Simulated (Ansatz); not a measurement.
Crystal: TaN.

```xyz
2
Lattice="0.0000 2.4911 2.4911 2.4911 0.0000 2.4911 2.4911 2.4911 0.0000" Properties=species:S:1:pos:R:3 pbc="T T T"
Ta    0.0000    0.0000    0.0000
N     1.2456    1.2456    1.2456
```

The cell comes from a database or a generator and needn't be the stable form of this composition.

| Item | Value |
| --- | --- |
| Program | Ansatz 0.2.0 |
| Task | relaxation of cell and atoms |
| Functional | PBE |
| Potentials or basis | Ansatz PAW |
| Cutoff | 420 eV (not typed: the program's choice for these potentials) |
| k mesh | 9 × 9 × 9 |
| Occupations | fermi-dirac, width 0.05 eV |
| Spin | no spin polarisation |

At the start: volume 15.46 Å³/atom.

How do energy, volume and symmetry change on relaxing?

It ends after 7 steps and the volume is 13.45 Å³/atom (-13.0 %); space group F-43m (No. 216, to 0.05 Å).

The path:
```tsv
step	energy change (eV)	largest force (eV/Å)	volume (Å³)
1	0.0000	0.0000	30.92
2	-0.3635	0.0000	26.61
3	-0.3655	0.0000	27.02
4	-0.3658	0.0000	26.94
5	-0.3614	0.0000	26.94
6	-0.3616	0.0000	26.91
7	-0.3615	0.0000	26.91
```

Final structure:
```
Ta N
1.0
     0.00000    2.37839    2.37839
     2.37839    0.00000    2.37839
     2.37839    2.37839    0.00000
Ta N
1 1
Direct
  0.00000 0.00000 0.00000
  0.25000 0.25000 0.25000
```

Caveat: the plane-wave basis is chosen anew once the cell has moved, so the energies of steps on either side of that aren't comparable; the pressure holds a Pulay correction of +0.4 GPa for the finite cutoff.
